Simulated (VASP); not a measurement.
# CdSe (F-43m) in VASP: further runs

Runs on CdSe. Level: PBE. Tasks: relaxation of cell and atoms.

All numbers are computed with VASP 6.6.1; they aren't measurements. Logs are shortened: lines on timing, memory, paths and dates and some standing lists are left out, and cuts for length are marked.

**1. The structure**

The structure is cubic, space group F-43m (No. 216). The conventional cell has a = 6.141 Å, b = 6.141 Å, c = 6.141 Å, α = 90.00°, β = 90.00°, γ = 90.00°. Cd (site symmetry -43m) has 4 Se at 2.66 Å as nearest neighbours. Se (site symmetry -43m) has 4 Cd at 2.66 Å as nearest neighbours.

Measurements of this composition are mostly on another form, of space group No. 186.

**2. Relaxation of cell and atoms, PBE**

Input file INCAR:

```
PREC     = Accurate       # precision mode
ENCUT    = 350            # plane-wave cutoff, eV
EDIFF    = 1E-7           # SCF threshold, eV
ISMEAR   = 0              # smearing method
SIGMA    = 0.02           # smearing width, eV
LREAL    = False          # projectors in reciprocal space
LASPH    = True           # aspherical terms in the spheres
NELM     = 60             # most SCF steps
ALGO     = Normal         # electronic algorithm
ISIF     = 3              # what is computed and relaxed
LWAVE    = False          # write WAVECAR
LCHARG   = False          # write CHGCAR
GGA      = PE             # functional
IBRION   = 2              # ionic algorithm
NSW      = 80             # ionic steps
EDIFFG   = -0.002         # ionic threshold
```

Input file KPOINTS:

```
Automatic mesh
0
Gamma
  10 10 10
```

Input file POSCAR:

```
CdSe
1.0
    0.0000000000      3.0702712000      3.0702712000
    3.0702712000      0.0000000000      3.0702712000
    3.0702712000      3.0702712000      0.0000000000
Cd Se
1 1
Direct
    0.0000000000      0.0000000000      0.0000000000
    0.7500000000      0.7500000000      0.7500000000
```

Potentials or basis: VASP PAW PBE potentials, release 64 (Cd, Se).

Started as:

```sh
$ cat potpaw_PBE.64/Cd/POTCAR potpaw_PBE.64/Se/POTCAR > POTCAR
$ mpirun -np 1 vasp_std > vasp.out
```

OUTCAR:

```text
PREC = Accurate
   ENCUT = 350
   EDIFF = 1E-7
   ISMEAR = 0
   LREAL = False
   LASPH = True
   NELM = 60
   ISIF = 3
   GGA = PE
   IBRION = 2
   NSW = 80
   EDIFFG = -0.002

 ion  position               nearest neighbor table
   1  0.000  0.000  0.000-   2 2.66   2 2.66   2 2.66   2 2.66
   2  0.750  0.750  0.750-   1 2.66   1 2.66   1 2.66   1 2.66

  LATTYP: Found a face centered cubic cell.
 ALAT       =     6.1405424000

  Lattice vectors:

 A1 = (   0.0000000000,   3.0702712000,   3.0702712000)
 A2 = (   3.0702712000,   0.0000000000,   3.0702712000)
 A3 = (   3.0702712000,   3.0702712000,   0.0000000000)

Analysis of symmetry for initial positions (statically):
=====================================================================
 Subroutine PRICEL returns:
 Original cell was already a primitive cell.

 Routine SETGRP: Setting up the symmetry group for a
 face centered cubic supercell.

 Subroutine GETGRP returns: Found 24 space group operations
 (whereof 24 operations were pure point group operations)
 out of a pool of 48 trial point group operations.

The static configuration has the point symmetry T_d .

Analysis of symmetry for dynamics (positions and initial velocities):
=====================================================================
 Subroutine PRICEL returns:
 Original cell was already a primitive cell.

 Routine SETGRP: Setting up the symmetry group for a
 face centered cubic supercell.

 Subroutine GETGRP returns: Found 24 space group operations
 (whereof 24 operations were pure point group operations)
 out of a pool of 48 trial point group operations.

The dynamic configuration has the point symmetry T_d .

 Subroutine INISYM returns: Found 24 space group operations
 (whereof 24 operations are pure point group operations),
 and found     1 'primitive' translations

----------------------------------------------------------------------------------------

                                     Primitive cell

  volume of cell :      57.8842

  direct lattice vectors                    reciprocal lattice vectors
     0.000000000  3.070271200  3.070271200    -0.162852063  0.162852063  0.162852063
     3.070271200  0.000000000  3.070271200     0.162852063 -0.162852063  0.162852063
     3.070271200  3.070271200  0.000000000     0.162852063  0.162852063 -0.162852063

  length of vectors
     4.342019171  4.342019171  4.342019171     0.282068048  0.282068048  0.282068048

  position of ions in fractional coordinates (direct lattice)
     0.000000000  0.000000000  0.000000000
     0.750000000  0.750000000  0.750000000

  ion indices of the primitive-cell ions
   primitive index   ion index
                 1           1
                 2           2

----------------------------------------------------------------------------------------

 KPOINTS: Automatic mesh

Automatic generation of k-mesh.
 Grid dimensions read from file:
 generate k-points for:   10   10   10

 Generating k-lattice:

  Cartesian coordinates                     Fractional coordinates (reciprocal lattice)
    -0.016285206  0.016285206  0.016285206     0.100000000  0.000000000  0.000000000
     0.016285206 -0.016285206  0.016285206     0.000000000  0.100000000  0.000000000
     0.016285206  0.016285206 -0.016285206     0.000000000  0.000000000  0.100000000

  Length of vectors
     0.028206805  0.028206805  0.028206805

  Shift w.r.t. Gamma in fractional coordinates (k-lattice)
     0.000000000  0.000000000  0.000000000

 Subroutine IBZKPT returns following result:
 ===========================================

 Found     47 irreducible k-points:

 Following reciprocal coordinates:
            Coordinates               Weight
  0.000000  0.000000  0.000000      1.000000
  0.100000  0.000000  0.000000      8.000000
  0.200000  0.000000  0.000000      8.000000
  0.300000  0.000000  0.000000      8.000000
  0.400000  0.000000  0.000000      8.000000
  0.500000  0.000000  0.000000      4.000000
[... 16 lines left out ...]
  0.300000  0.300000  0.000000      6.000000
  0.400000  0.300000  0.000000     24.000000
 [... further k-points ...]
   k-points           NKPTS =     47   k-points in BZ     NKDIM =     47   number of bands    NBANDS=     13
   number of dos      NEDOS =    301   number of ions     NIONS =      2
   total plane-waves  NPLWV =  21952
   dimension x,y,z NGX =    28 NGY =   28 NGZ =   28
   dimension x,y,z NGXF=    56 NGYF=   56 NGZF=   56
   ions per type =               1   1
   NGX,Y,Z   is equivalent  to a cutoff of  10.72, 10.72, 10.72 a.u.
   NGXF,Y,Z  is equivalent  to a cutoff of  21.44, 21.44, 21.44 a.u.
 SYSTEM =  unknown system
   PREC   = accura    normal or accurate (medium, high low for compatibility)
   ISTART =      0    job   : 0-new  1-cont  2-samecut
   ICHARG =      2    charge: 1-file 2-atom 10-const
   ISPIN  =      1    spin polarized calculation?
   LNONCOLLINEAR =      F non collinear calculations
   LSORBIT =      F    spin-orbit coupling
   LASPH  =      T    aspherical Exc in radial PAW
   ENCUT  =  350.0 eV  25.72 Ry    5.07 a.u.   6.62  6.62  6.62*2*pi/ulx,y,z
   NELM   =     60;   NELMIN=  2; NELMDL= -5     # of ELM steps
   EDIFF  = 0.1E-06   stopping-criterion for ELM
   LREAL  =      F    real-space projection
   EDIFFG = -.2E-02   stopping-criterion for IOM
   NSW    =     80    number of steps for IOM
   IBRION =      2    ionic relax: 0-MD 1-quasi-New 2-CG
   NFREE  =      1    steps in history (QN), initial steepest desc. (CG)
   ISIF   =      3    stress and relaxation
   ISYM   =      2    0-nonsym 1-usesym 2-fastsym
   POTIM  = 0.5000    time-step for ionic-motion
   TEBEG  =    0.0;   TEEND  =   0.0 temperature during run
   PSTRESS=    0.0 pullay stress
   NELECT =      18.0000    total number of electrons
   NUPDOWN=      -1.0000    fix difference up-down
   EMIN   =  10.00;   EMAX   =-10.00  energy-range for DOS
   EFERMI =   0.00;   METHOD = LEGACY
   ISMEAR =     0;   SIGMA  =   0.02  broadening in eV -4-tet -1-fermi 0-gaus
   EFERMI_NEDOS =   21; number of points for ismear=-14 and -15
   IALGO  =     38    algorithm
   IMIX   =      4    mixing-type and parameters
     AMIX     =   0.40;   BMIX     =  1.00
     AMIX_MAG =   1.60;   BMIX_MAG =  1.00
  volume/ion in A,a.u.               =      28.94       195.31
  Fermi-wavevector in a.u.,A,eV,Ry     =   1.109121  2.095935 16.737199  1.230149
  Thomas-Fermi vector in A             =   2.245657
   LORBIT       =      0    0 simple, 1 ext, 2 COOP (PROOUT), +10 PAW based schemes
   GGA     = PE    functional components
   LHFCALC =     F    Hartree Fock is set to
   AEXX    =    0.0000 exact exchange contribution
   IVDW    =     0    specifies the selected vdW correction
   LEPSILON=     F    determine dielectric tensor
   LRPA    =     F    only Hartree local field effects (RPA)
 conjugate gradient relaxation of ions
 non-spin polarized calculation
 Gauss-broadening in eV      SIGMA  =   0.02
  energy-cutoff  :      350.00
  volume of cell :       57.88
 maximum number of plane-waves:       889
   NGX = 13   NGY = 13   NGZ = 13

--------------------------------------- Ionic step        1  -------------------------------------------

 number of electron      17.9999991 magnetization

 Free energy of the ion-electron system (eV)
  ---------------------------------------------------
  ext. energy  EPLUGINS =         0.00000000
  ---------------------------------------------------
  free energy    TOTEN  =        -5.48687605 eV

  energy without entropy =       -5.48687605  energy(sigma->0) =       -5.48687605

------------------------ aborting loop because EDIFF is reached ----------------------------------------

  FORCE on cell =-STRESS in cart. coord.  units (eV):
  Direction    XX          YY          ZZ          XY          YZ          ZX
  --------------------------------------------------------------------------------------
  -------------------------------------------------------------------------------------
  Total        0.4341390      0.4341390      0.4341390     -0.0000000      0.0000000      0.0000000
  in kB       12.0165322     12.0165322     12.0165322     -0.0000000      0.0000000      0.0000000
  external PRESSURE =      12.0165322 kB  Pullay stress =       0.0000000 kB

 VOLUME and BASIS-vectors are now :
 -----------------------------------------------------------------------------
  energy-cutoff  :      350.00
  volume of cell :       57.88
      direct lattice vectors                 reciprocal lattice vectors
     0.000000000  3.070271200  3.070271200    -0.162852063  0.162852063  0.162852063
     3.070271200  0.000000000  3.070271200     0.162852063 -0.162852063  0.162852063
     3.070271200  3.070271200  0.000000000     0.162852063  0.162852063 -0.162852063
[... 37 lines left out ...]
 POSITION                                       TOTAL-FORCE (eV/Angst)
 -----------------------------------------------------------------------------------
      6.20485      6.20485      6.20485        -0.000000     -0.000000     -0.000000
      4.65363      4.65363      4.65363         0.000000      0.000000      0.000000
 -----------------------------------------------------------------------------------
    total drift:                                0.000001      0.000001      0.000001

  FREE ENERGIE OF THE ION-ELECTRON SYSTEM (eV)
  ---------------------------------------------------
  free  energy   TOTEN  =        -5.4920999750 eV

  energy  without entropy=       -5.4920999750  energy(sigma->0) =       -5.49209997

--------------------------------------- Ionic step        3  -------------------------------------------

 number of electron      17.9999996 magnetization

 Free energy of the ion-electron system (eV)
  ---------------------------------------------------
  ext. energy  EPLUGINS =         0.00000000
  ---------------------------------------------------
  free energy    TOTEN  =        -5.49236192 eV

  energy without entropy =       -5.49236192  energy(sigma->0) =       -5.49236192

 E-fermi :   0.6334     XC(G=0):  -8.6421

 val. band max:        0.5281703137   @ k =   0.0000   0.0000   0.0000
 cond. band min:       1.0203526005   @ k =   0.0000   0.0000   0.0000
 fundamental gap:      0.4921822868
 Fermi energy:         0.6334031673

 k-point     1 :       0.0000    0.0000    0.0000
  band No.  band energies     occupation
      1     -11.7787      2.00000
      2      -7.2263      2.00000
      3      -7.2263      2.00000
      4      -7.2263      2.00000
      5      -6.9061      2.00000
      6      -6.9061      2.00000
      7       0.5282      2.00000
      8       0.5282      2.00000
      9       0.5282      2.00000
     10       1.0204      0.00000
     11       6.4545      0.00000
     12       6.4545      0.00000
     13       6.4545      0.00000

 k-point     2 :       0.1000    0.0000    0.0000
  band No.  band energies     occupation
      1     -11.7480      2.00000
      2      -7.2169      2.00000
      3      -7.2169      2.00000
      4      -7.1982      2.00000
      5      -6.9067      2.00000
      6      -6.9067      2.00000
      7      -0.3686      2.00000
      8       0.4541      2.00000
      9       0.4541      2.00000
     10       1.8070      0.00000
     11       6.2817      0.00000
[... 339 lines left out ...]
 k-point    24 :       0.4000    0.3000    0.0000
  band No.  band energies     occupation
      1     -11.4323      2.00000
      2      -7.0791      2.00000
      3      -7.0592      2.00000
      4      -7.0135      2.00000
      5      -6.8681      2.00000
      6      -6.7543      2.00000
      7      -2.8055      2.00000
      8      -0.9652      2.00000
      9      -0.8154      2.00000
     10       4.1215      0.00000
     11       4.5380      0.00000
     12       8.0064      0.00000
     13       8.9633      0.00000

 [... further k-points ...]
[... 5 lines left out ...]
  --------------------------------------------------------------------------------------
  -------------------------------------------------------------------------------------
  Total        0.0011636      0.0011636      0.0011636     -0.0000000     -0.0000000      0.0000000
  in kB        0.0313949      0.0313949      0.0313949     -0.0000000     -0.0000000      0.0000000
  external PRESSURE =       0.0313949 kB  Pullay stress =       0.0000000 kB

 VOLUME and BASIS-vectors are now :
 -----------------------------------------------------------------------------
  energy-cutoff  :      350.00
  volume of cell :       59.38
      direct lattice vectors                 reciprocal lattice vectors
    -0.000000000  3.096556628  3.096556628    -0.161469677  0.161469677  0.161469677
     3.096556628 -0.000000000  3.096556628     0.161469677 -0.161469677  0.161469677
     3.096556628  3.096556628 -0.000000000     0.161469677  0.161469677 -0.161469677

 POSITION                                       TOTAL-FORCE (eV/Angst)
 -----------------------------------------------------------------------------------
      0.00000      0.00000      0.00000         0.000000      0.000000      0.000000
      4.64483      4.64483      4.64483        -0.000000     -0.000000     -0.000000
 -----------------------------------------------------------------------------------
    total drift:                                0.000001      0.000001      0.000001

  FREE ENERGIE OF THE ION-ELECTRON SYSTEM (eV)
  ---------------------------------------------------
  free  energy   TOTEN  =        -5.4923619186 eV

  energy  without entropy=       -5.4923619186  energy(sigma->0) =       -5.49236192

 reached required accuracy - stopping structural energy minimisation
```

Run time: 46 s. Hardware: 1 thread of Intel Xeon Platinum 8375C at 2.90GHz (Ice Lake), shared host; peak memory 0.17 GiB.

Results:

| Quantity | Value |
| --- | --- |
| Free energy | -5.4924 eV |
| Relaxed volume | 29.69 Å³/atom |
| Relaxed cell | a = 4.379 Å, b = 4.379 Å, c = 4.379 Å, α = 60.00°, β = 60.00°, γ = 60.00° |
| Space group after relaxing (to 0.05 Å) | F-43m (No. 216) |
| Energy gained by relaxing | 2.7 meV/atom |
| Ionic steps | 3 |
| Pressure after relaxing | 0.0 GPa |
| Band gap on the k mesh | 0.49 eV, direct |

The path:
```csv
step,energy change (eV),largest force (eV/Å),pressure (GPa),volume (Å³)
1,0.0000,0.0000,1.20,57.88
2,-0.0052,0.0000,-0.24,59.72
3,-0.0055,0.0000,0.00,59.38
```

Final structure:
```xyz
2
Lattice="0.0000 3.0966 3.0966 3.0966 0.0000 3.0966 3.0966 3.0966 0.0000" Properties=species:S:1:pos:R:3 pbc="T T T"
Cd    0.0000    0.0000    0.0000
Se    4.6448    4.6448    4.6448
```

Levels at points of the mesh, in eV from the valence-band top:
```
           k point  band 6  band 7  band 8  band 9  band 10  band 11  band 12  band 13
(0.00, 0.00, 0.00)   -7.43    0.00    0.00    0.00     0.49     5.93     5.93     5.93
(0.50, 0.00, 0.00)   -7.18   -4.09   -0.68   -0.68     2.32     6.42     6.42     7.26
(0.50, 0.50, 0.00)   -7.12   -3.84   -1.68   -1.68     3.23     3.69     8.87     9.89
```

**3. Relaxation of cell and atoms, PBE**

This run uses another cell than the first one, of 29.69 Å³/atom, 1.026 times its volume.

INCAR is that of step 2.

KPOINTS is that of step 2.

Input file POSCAR:

```
CdSe                                    
1.0
   -0.0000000000      3.0965566276      3.0965566276
    3.0965566276     -0.0000000000      3.0965566276
    3.0965566276      3.0965566276     -0.0000000000
  Cd              Se            
     1     1
Direct
     0.0000000000000000    0.0000000000000000    0.0000000000000000
     0.7500000000000000    0.7500000000000000    0.7500000000000000
```

Potentials or basis: VASP PAW PBE potentials, release 64 (Cd, Se).

Started as:

```sh
$ cat potpaw_PBE.64/Cd/POTCAR potpaw_PBE.64/Se/POTCAR > POTCAR
$ mpirun -np 1 vasp_std > vasp.out
```

It took 37 s on 1 thread of Intel Xeon Platinum 8375C at 2.90GHz (Ice Lake), shared host; peak memory 0.17 GiB.

Results (log left out):

| Item | Value |
| --- | --- |
| Free energy | -5.4956 eV |
| Relaxed volume | 29.66 Å³/atom |
| Relaxed cell | a = 4.378 Å, b = 4.378 Å, c = 4.378 Å, α = 60.00°, β = 60.00°, γ = 60.00° |
| Space group after relaxing (to 0.05 Å) | F-43m (No. 216) |
| Energy gained by relaxing | 0.0 meV/atom |
| Ionic steps | 2 |
| Pressure after relaxing | 0.0 GPa |
| Band gap on the k mesh | 0.49 eV, direct |

Final structure:
```yaml
crystal:
  lattice:
    - [0.00000, 3.09541, 3.09541]
    - [3.09541, 0.00000, 3.09541]
    - [3.09541, 3.09541, 0.00000]
  atoms:
    - { symbol: Cd, position: [0.00000, 0.00000, 0.00000] }
    - { symbol: Se, position: [0.75000, 0.75000, 0.75000] }
```

Levels at points of the mesh, in eV from the valence-band top:
```csv
k point,band 7,band 8,band 9,band 10,band 11,band 12
"(0.00, 0.00, 0.00)",0.00,0.00,0.00,0.49,5.93,5.93
"(0.50, 0.00, 0.00)",-4.09,-0.68,-0.68,2.32,6.42,6.42
"(0.50, 0.50, 0.00)",-3.85,-1.68,-1.68,3.23,3.69,8.87
```
